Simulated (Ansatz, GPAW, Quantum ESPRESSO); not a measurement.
**Co: 3 runs at one level of theory**

```
Co
1.0
     2.47200    0.00000    0.00000
    -1.23600    2.14081    0.00000
     0.00000    0.00000    4.02114
Co
2
Cartesian
  1.2360 0.7136 3.0159
  0.0000 1.4272 1.0053
```

Alike in all runs: task band structure; functional PBEsol; k mesh 12 × 12 × 7; occupations fermi-dirac, width 0.05 eV; collinear spin, ferromagnetic start; no spin-orbit coupling. Pressure is positive in compression and, in plane waves, holds the error of the finite cutoff, which Ansatz's Pulay term estimates and takes out.

```csv
program and potentials,plane-wave cutoff (eV),notes,pressure (GPa),net moment per atom (μB)
"Ansatz, Ansatz PAW",420,"potentials made for PBE, which Ansatz adapts in part; 17 valence electrons an atom on average; Pulay term of +0.21 GPa included",-5.76,1.60
"Quantum ESPRESSO, PseudoDojo 0.4.1 SR PBEsol standard",1306,17 valence electrons an atom on average,?,?
"GPAW, PAW data sets generated for this functional",600,9 valence electrons an atom on average,-5.33,1.60
```

Estimate from the other rows what the run with Quantum ESPRESSO, PseudoDojo 0.4.1 SR PBEsol standard gave.

Pressure -5.66 GPa; net moment per atom 1.60 μB. The other rows, which needn't bracket it: pressure -5.76 to -5.33; net moment per atom 1.60.
